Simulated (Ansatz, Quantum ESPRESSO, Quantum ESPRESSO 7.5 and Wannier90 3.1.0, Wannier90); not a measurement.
**straight B chain, spacing 1.55 Å: Wannier functions and conductance**

How many channels does the wire offer, and does a small Wannier basis get them right? The wire: straight B chain, spacing 1.55 Å.

Main program and level: Quantum ESPRESSO 7.5 and Wannier90 3.1.0; plane-wave DFT, PBE, GBRV ultrasoft pseudopotentials (cross-check by Ansatz 0.2.0 with PAW datasets).

## (1) Set-up

The cell holds 1 atom: 1 B. Cell: a = 8.000 Å, b = 8.000 Å, c = 1.550 Å, α = 90.0°, β = 90.0°, γ = 90.0°. Vacuum lies along a and b. The structure's axis is c.

As a file:

```cif
data_structure
_symmetry_space_group_name_H-M 'P 1'
_symmetry_Int_Tables_number 1
_cell_length_a 8.0000
_cell_length_b 8.0000
_cell_length_c 1.5500
_cell_angle_alpha 90.000
_cell_angle_beta 90.000
_cell_angle_gamma 90.000
_cell_volume 99.20
loop_
_atom_site_label
_atom_site_type_symbol
_atom_site_fract_x
_atom_site_fract_y
_atom_site_fract_z
_atom_site_occupancy
B1 B 0.00000 0.00000 0.00000 1
```

## (2) Ground state

scf.in reads:

```
&control
  prefix = 'scf'
  outdir = './out'
  pseudo_dir = './pseudo'
  calculation = 'scf'
  tprnfor = .true.
/
&system
  ibrav = 0
  nat = 1
  ntyp = 1
  ecutwfc = 34
  ecutrho = 170
  occupations = 'smearing'
  smearing = 'mv'
  degauss = 0.005
/
&electrons
  conv_thr = 1e-07
  mixing_beta = 0.4
  electron_maxstep = 120
  mixing_mode = 'local-TF'
/
ATOMIC_SPECIES
  B   10.8100  b_pbe_v1.4.uspp.F.UPF
CELL_PARAMETERS angstrom
  8.00000000000000 0.00000000000000 0.00000000000000
  0.00000000000000 8.00000000000000 0.00000000000000
  0.00000000000000 0.00000000000000 1.55000000000000
ATOMIC_POSITIONS crystal
  B   0.000000000000 0.000000000000 0.000000000000
K_POINTS automatic
  1 1 48 0 0 0
```

Started as:

```bash
$ OMP_NUM_THREADS=1 mpirun -n 4 pw.x -nk 2 -in scf.in > scf.out
```

Log:

```text
Program PWSCF v.7.5 starts
[citation notice left out]

     Parallel version (MPI & OpenMP), running on       4 processor cores
     Number of MPI processes:                 4
     Threads/MPI process:                     1

     MPI processes distributed on     1 nodes
[...]
Current dimensions of program PWSCF are:
     Max number of different atomic species (ntypx) = 10
     Max number of k-points (npk) =  40000
     Max angular momentum in pseudopotentials (lmaxx) =  4
     Message from routine setup:
     using ibrav=0 with symmetry is DISCOURAGED, use correct ibrav instead

     K-points division:     npool     =       2
     R & G space division:  proc/nbgrp/npool/nimage =       2
     Subspace diagonalization in iterative solution of the eigenvalue problem:
     a serial algorithm will be used

     Parallelization info
     --------------------
     sticks:   dense  smooth     PW     G-vecs:    dense   smooth      PW
     Min        1545    1234    434                12472     8995    1853
     Max        1548    1235    435                12473     8996    1854
     Sum        3093    2469    869                24945    17991    3707

     Using Slab Decomposition

     bravais-lattice index     =            0
     lattice parameter (alat)  =      15.1178  a.u.
     unit-cell volume          =     669.4348 (a.u.)^3
     number of atoms/cell      =            1
     number of atomic types    =            1
     number of electrons       =         3.00
     number of Kohn-Sham states=            6
     kinetic-energy cutoff     =      34.0000  Ry
     charge density cutoff     =     170.0000  Ry
     scf convergence threshold =      1.0E-07
     mixing beta               =       0.4000
     number of iterations used =            8  local-TF  mixing
     Exchange-correlation=  SLA  PW   PBX  PBC
                           (   1   4   3   4   0   0   0)

     celldm(1)=  15.117809  celldm(2)=   0.000000  celldm(3)=   0.000000
     celldm(4)=   0.000000  celldm(5)=   0.000000  celldm(6)=   0.000000

     crystal axes: (cart. coord. in units of alat)
               a(1) = (   1.000000   0.000000   0.000000 )
               a(2) = (   0.000000   1.000000   0.000000 )
               a(3) = (   0.000000   0.000000   0.193750 )

     reciprocal axes: (cart. coord. in units 2 pi/alat)
               b(1) = (  1.000000  0.000000  0.000000 )
               b(2) = (  0.000000  1.000000  0.000000 )
               b(3) = (  0.000000  0.000000  5.161290 )

     PseudoPot. # 1 for B  read from file:
     ./pseudo/b_pbe_v1.4.uspp.F.UPF
     Pseudo is Ultrasoft + core correction, Zval =  3.0
     Generated by new atomic code, or converted to UPF format
     Using radial grid of  781 points,  4 beta functions with:
                l(1) =   0
                l(2) =   0
                l(3) =   1
                l(4) =   1
     Q(r) pseudized with  8 coefficients,  rinner =    1.100   1.100   1.100

     atomic species   valence    mass     pseudopotential
     B                 3.00    10.81000     B ( 1.00)

     16 Sym. Ops., with inversion, found

   Cartesian axes

     site n.     atom                  positions (alat units)
         1        B      tau(   1) = (   0.0000000   0.0000000   0.0000000  )

     number of k points=    25  Marzari-Vanderbilt smearing, width (Ry)=  0.0050
                       cart. coord. in units 2pi/alat
        k(    1) = (   0.0000000   0.0000000   0.0000000), wk =   0.0416667
        k(    2) = (   0.0000000   0.0000000   0.1075269), wk =   0.0833333
        k(    3) = (   0.0000000   0.0000000   0.2150538), wk =   0.0833333
        k(    4) = (   0.0000000   0.0000000   0.3225806), wk =   0.0833333
        k(    5) = (   0.0000000   0.0000000   0.4301075), wk =   0.0833333
        k(    6) = (   0.0000000   0.0000000   0.5376344), wk =   0.0833333
        k(    7) = (   0.0000000   0.0000000   0.6451613), wk =   0.0833333
        k(    8) = (   0.0000000   0.0000000   0.7526882), wk =   0.0833333
        k(    9) = (   0.0000000   0.0000000   0.8602151), wk =   0.0833333
        k(   10) = (   0.0000000   0.0000000   0.9677419), wk =   0.0833333
[...]
k(   25) = (   0.0000000   0.0000000  -2.5806452), wk =   0.0416667

     Dense  grid:    24945 G-vectors     FFT dimensions: (  64,  64,  15)

     Smooth grid:    17991 G-vectors     FFT dimensions: (  60,  60,  12)

     Estimated max dynamical RAM per process >      14.58 MB

     Estimated total dynamical RAM >      52.25 MB

     Initial potential from superposition of free atoms

     starting charge       2.9997, renormalised to       3.0000

     negative rho (up, down):  5.314E-07 0.000E+00
     Starting wfcs are    4 randomized atomic wfcs +    2 random wfcs

     total cpu time spent up to now is        0.6 secs

     per-process dynamical memory:    12.3 Mb

     Self-consistent Calculation

     iteration #  1     ecut=    34.00 Ry     beta= 0.40
     Davidson diagonalization with overlap
     ethr =  1.00E-02,  avg # of iterations =  6.2

     total cpu time spent up to now is        0.8 secs

     total energy              =      -6.29806639 Ry
     estimated scf accuracy    <       0.12880934 Ry

     iteration #  2     ecut=    34.00 Ry     beta= 0.40
[...]
total energy              =      -6.26297812 Ry
     estimated scf accuracy    <       0.06868773 Ry

     iteration #  3     ecut=    34.00 Ry     beta= 0.40
[...]
total energy              =      -6.27085631 Ry
     estimated scf accuracy    <       0.00377947 Ry

     iteration #  4     ecut=    34.00 Ry     beta= 0.40
[...]
total energy              =      -6.26950429 Ry
     estimated scf accuracy    <       0.00192208 Ry

     iteration #  5     ecut=    34.00 Ry     beta= 0.40
[...]
negative rho (up, down):  1.628E-04 0.000E+00

[...]
total energy              =      -6.27029416 Ry
     estimated scf accuracy    <       0.00039832 Ry

     iteration #  6     ecut=    34.00 Ry     beta= 0.40
[...]
negative rho (up, down):  1.943E-04 0.000E+00

[...]
total energy              =      -6.27033071 Ry
     estimated scf accuracy    <       0.00001319 Ry

     iteration #  7     ecut=    34.00 Ry     beta= 0.40
[...]
c_bands:  1 eigenvalues not converged
[...]
negative rho (up, down):  2.154E-06 0.000E+00

[...]
total energy              =      -6.27035752 Ry
     estimated scf accuracy    <       0.00000257 Ry

     iteration #  8     ecut=    34.00 Ry     beta= 0.40
[...]
negative rho (up, down):  3.651E-08 0.000E+00

[...]
total energy              =      -6.27035818 Ry
     estimated scf accuracy    <       0.00000017 Ry

     iteration #  9     ecut=    34.00 Ry     beta= 0.40
[...]
negative rho (up, down):  8.971E-07 0.000E+00

[...]
total energy              =      -6.27035818 Ry
     estimated scf accuracy    <       0.00000011 Ry

     iteration # 10     ecut=    34.00 Ry     beta= 0.40
[...]
negative rho (up, down):  3.584E-07 0.000E+00

[...]
End of self-consistent calculation

          k = 0.0000 0.0000 0.0000 (  2289 PWs)   bands (ev):

   -12.8047  -5.6251  -5.6251   0.1003   1.8133   2.6031

          k = 0.0000 0.0000 0.1075 (  2257 PWs)   bands (ev):

   -12.7880  -5.5989  -5.5989   0.1262   1.8406   2.6301

          k = 0.0000 0.0000 0.2151 (  2245 PWs)   bands (ev):

   -12.7382  -5.5206  -5.5206   0.2039   1.9220   2.7109

          k = 0.0000 0.0000 0.3226 (  2237 PWs)   bands (ev):

   -12.6554  -5.3902  -5.3902   0.3334   2.0579   2.8455

          k = 0.0000 0.0000 0.4301 (  2241 PWs)   bands (ev):

   -12.5403  -5.2079  -5.2079   0.5144   2.2481   3.0340

          k = 0.0000 0.0000 0.5376 (  2249 PWs)   bands (ev):

   -12.3934  -4.9737  -4.9737   0.7467   2.4926   3.2763

[...]
the Fermi energy is    -4.6784 ev

!    total energy              =      -6.27035819 Ry
     estimated scf accuracy    <          1.7E-09 Ry
     smearing contrib. (-TS)   =      -0.00013674 Ry
     internal energy E=F+TS    =      -6.27022145 Ry

     The total energy is F=E-TS. E is the sum of the following terms:
     one-electron contribution =     -10.35115986 Ry
     hartree contribution      =       5.54840961 Ry
     xc contribution           =      -2.78699976 Ry
     ewald contribution        =       1.31952856 Ry

     convergence has been achieved in  10 iterations

     negative rho (up, down):  3.584E-07 0.000E+00

     Forces acting on atoms (cartesian axes, Ry/au):

     atom    1 type  1   force =     0.00000000    0.00000000    0.00000000

     Total force =     0.000000     Total SCF correction =     0.000000

[...]
=------------------------------------------------------------------------------=
   JOB DONE.
=------------------------------------------------------------------------------=
```

Elapsed: 2.6 s, on 4 MPI ranks of Intel Xeon Platinum 8488C (Sapphire Rapids), shared host; peak memory 0.23 GiB.

This step gave:

- free energy: -85.3126 eV
- Fermi energy: -4.678 eV

The run needed 10 iterations to bring the estimated error under 1e-07 Ry.

## (3) Full uniform mesh without symmetry

Wannier90 needs the states on a whole uniform mesh, listed point by point, without symmetry.

nscf.in reads:

```
&control
  prefix = 'nscf'
  outdir = './out'
  pseudo_dir = './pseudo'
  calculation = 'nscf'
/
&system
  ibrav = 0
  nat = 1
  ntyp = 1
  ecutwfc = 34
  ecutrho = 170
  occupations = 'smearing'
  smearing = 'mv'
  degauss = 0.005
  nosym = .true.
  noinv = .true.
  nbnd = 25
/
&electrons
  conv_thr = 1e-08
  mixing_beta = 0.4
  electron_maxstep = 120
  mixing_mode = 'local-TF'
  diago_full_acc = .true.
/
ATOMIC_SPECIES
  B   10.8100  b_pbe_v1.4.uspp.F.UPF
CELL_PARAMETERS angstrom
  8.00000000000000 0.00000000000000 0.00000000000000
  0.00000000000000 8.00000000000000 0.00000000000000
  0.00000000000000 0.00000000000000 1.55000000000000
ATOMIC_POSITIONS crystal
  B   0.000000000000 0.000000000000 0.000000000000
K_POINTS crystal
24
  0.0000000000 0.0000000000 0.0000000000 0.0416666667
  0.0000000000 0.0000000000 0.0416666667 0.0416666667
  0.0000000000 0.0000000000 0.0833333333 0.0416666667
  0.0000000000 0.0000000000 0.1250000000 0.0416666667
  0.0000000000 0.0000000000 0.1666666667 0.0416666667
  0.0000000000 0.0000000000 0.2083333333 0.0416666667
  0.0000000000 0.0000000000 0.2500000000 0.0416666667
  0.0000000000 0.0000000000 0.2916666667 0.0416666667
  0.0000000000 0.0000000000 0.3333333333 0.0416666667
  0.0000000000 0.0000000000 0.3750000000 0.0416666667
  0.0000000000 0.0000000000 0.4166666667 0.0416666667
  0.0000000000 0.0000000000 0.4583333333 0.0416666667
  0.0000000000 0.0000000000 0.5000000000 0.0416666667
  0.0000000000 0.0000000000 0.5416666667 0.0416666667
  0.0000000000 0.0000000000 0.5833333333 0.0416666667
  0.0000000000 0.0000000000 0.6250000000 0.0416666667
  0.0000000000 0.0000000000 0.6666666667 0.0416666667
  0.0000000000 0.0000000000 0.7083333333 0.0416666667
  0.0000000000 0.0000000000 0.7500000000 0.0416666667
  0.0000000000 0.0000000000 0.7916666667 0.0416666667
  0.0000000000 0.0000000000 0.8333333333 0.0416666667
  0.0000000000 0.0000000000 0.8750000000 0.0416666667
  0.0000000000 0.0000000000 0.9166666667 0.0416666667
  0.0000000000 0.0000000000 0.9583333333 0.0416666667
```

Started as:

```bash
$ cp -r out/scf.save out/nscf.save
$ cp out/scf.xml out/nscf.xml
$ OMP_NUM_THREADS=1 mpirun -n 4 pw.x -nk 1 -in nscf.in > nscf.out
```

Log:

```text
[banner, memory and clock lines left out]
Program PWSCF v.7.5 starts
[citation notice left out]

[...]
bravais-lattice index     =            0
     lattice parameter (alat)  =      15.1178  a.u.
     unit-cell volume          =     669.4348 (a.u.)^3
     number of atoms/cell      =            1
     number of atomic types    =            1
     number of electrons       =         3.00
     number of Kohn-Sham states=           25
     kinetic-energy cutoff     =      34.0000  Ry
     charge density cutoff     =     170.0000  Ry
     Exchange-correlation=  SLA  PW   PBX  PBC
                           (   1   4   3   4   0   0   0)

[...]
PseudoPot. # 1 for B  read from file:
     ./pseudo/b_pbe_v1.4.uspp.F.UPF
     Pseudo is Ultrasoft + core correction, Zval =  3.0
     Generated by new atomic code, or converted to UPF format
     Using radial grid of  781 points,  4 beta functions with:
                l(1) =   0
                l(2) =   0
                l(3) =   1
                l(4) =   1
     Q(r) pseudized with  8 coefficients,  rinner =    1.100   1.100   1.100

     atomic species   valence    mass     pseudopotential
     B                 3.00    10.81000     B ( 1.00)

     No symmetry found

[...]
number of k points=    24  Marzari-Vanderbilt smearing, width (Ry)=  0.0050
[...]
Dense  grid:    24945 G-vectors     FFT dimensions: (  64,  64,  15)

     Smooth grid:    17991 G-vectors     FFT dimensions: (  60,  60,  12)

     The potential is recalculated from file :
     ./out/nscf.save/charge-density

     negative rho (up, down):  3.584E-07 0.000E+00
     Starting wfcs are    4 randomized atomic wfcs +   21 random wfcs

     Band Structure Calculation
     Davidson diagonalization with overlap

     ethr =  3.33E-10,  avg # of iterations = 31.6

     End of band structure calculation

          k = 0.0000 0.0000 0.0000 (  2289 PWs)   bands (ev):

   -12.8040  -5.6244  -5.6244   0.1012   1.8145   2.6040   2.6040   3.1916
     3.4455   5.1039   5.1039   6.3836   6.8971   9.0709   9.4968   9.4968
    10.2193  11.1087  11.1963  11.1963  11.2886  13.9684  13.9684  16.2741
    16.4898

          k = 0.0000 0.0000 0.2151 (  2245 PWs)   bands (ev):

   -12.7374  -5.5199  -5.5199   0.2049   1.9232   2.7118   2.7118   3.3003
     3.5470   5.2116   5.2116   6.4758   7.0058   9.1796   9.6049   9.6049
    10.3210  11.2174  11.3049  11.3049  11.3973  14.0732  14.0732  16.3111
    16.5985

[...]
the Fermi energy is    -4.6777 ev
     (compare with:    -4.6784 eV, computed in scf)

[...]
```

Wall time 4.2 s (4 MPI ranks); peak memory 0.2 GiB; 16 s of CPU time.

## (4) Neighbour list from wannier90 -pp, with dis_win_max − E_F = 9.0

A first try, with customary settings: the .win file sets projections and windows, and states in the frozen window are kept exactly.

wan_try.win reads:

```
num_wann = 4
num_bands = 25
num_iter = 200
num_print_cycles = 20
conv_tol = 1e-8
conv_window = 5
guiding_centres = true
dis_num_iter = 1500
dis_conv_tol = 1e-8
dis_win_min = -15.6784
dis_win_max = 4.3216
dis_froz_max = -3.1784
search_shells = 120
fermi_energy = -4.6784

transport = true
transport_mode = bulk
one_dim_axis = z
dist_cutoff = 18.5
dist_cutoff_mode = one_dim
tran_win_min = -4.0
tran_win_max = 2.0
tran_energy_step = 0.02

bands_plot = true
bands_num_points = 96
begin kpoint_path
G 0.0 0.0 0.0 Z 0.0 0.0 0.5
end kpoint_path

begin projections
B:s;p
end projections

begin unit_cell_cart
ang
  8.0000000000 0.0000000000 0.0000000000
  0.0000000000 8.0000000000 0.0000000000
  0.0000000000 0.0000000000 1.5500000000
end unit_cell_cart

begin atoms_frac
  B  0.0000000000 0.0000000000 0.0000000000
end atoms_frac

mp_grid = 1 1 24
begin kpoints
  0.0 0.0 0.0000000000
  0.0 0.0 0.0416666667
  0.0 0.0 0.0833333333
  0.0 0.0 0.1250000000
  0.0 0.0 0.1666666667
  0.0 0.0 0.2083333333
  0.0 0.0 0.2500000000
  0.0 0.0 0.2916666667
  0.0 0.0 0.3333333333
  0.0 0.0 0.3750000000
  0.0 0.0 0.4166666667
  0.0 0.0 0.4583333333
  0.0 0.0 0.5000000000
  0.0 0.0 0.5416666667
  0.0 0.0 0.5833333333
  0.0 0.0 0.6250000000
  0.0 0.0 0.6666666667
  0.0 0.0 0.7083333333
  0.0 0.0 0.7500000000
  0.0 0.0 0.7916666667
  0.0 0.0 0.8333333333
  0.0 0.0 0.8750000000
  0.0 0.0 0.9166666667
  0.0 0.0 0.9583333333
end kpoints
```

Started as:

```bash
$ OMP_NUM_THREADS=1 wannier90.x -pp wan_try > wan_try.pp.log
```

Run time: 0.62 s. Hardware: 1 MPI rank; peak memory 0.09 GiB.

## (5) Overlaps and projections

The follow-up step for that run.

wan_try.p2w.in reads:

```
&inputpp
  prefix = 'nscf'
  outdir = './out'
  seedname = 'wan_try'
  write_mmn = .true.
  write_amn = .true.
  write_unk = .false.
/
```

Started as:

```bash
$ OMP_NUM_THREADS=1 mpirun -n 4 pw2wannier90.x -in wan_try.p2w.in > wan_try.p2w.out
```

The job ended after 2.1 s (4 MPI ranks; peak memory 0.19 GiB; 7.8 s of CPU time).

(Part 1 of 6 ends here.)

[Logs are printed without paths, hosts, clocks, repeated set-up lines and the standing remarks that a program may print on its own settings, such as how far it seeks lower states.]

[Hosts, paths, dates, database ids (printed as entryN), source tags and the programs' standing remarks are cut or masked in the printed files.]

[Maps of the electrostatic potential energy from Ansatz leave out the sawtooth potential of an applied field or a dipole correction, so their vacuum need not be flat; planar profiles and work functions include it.]
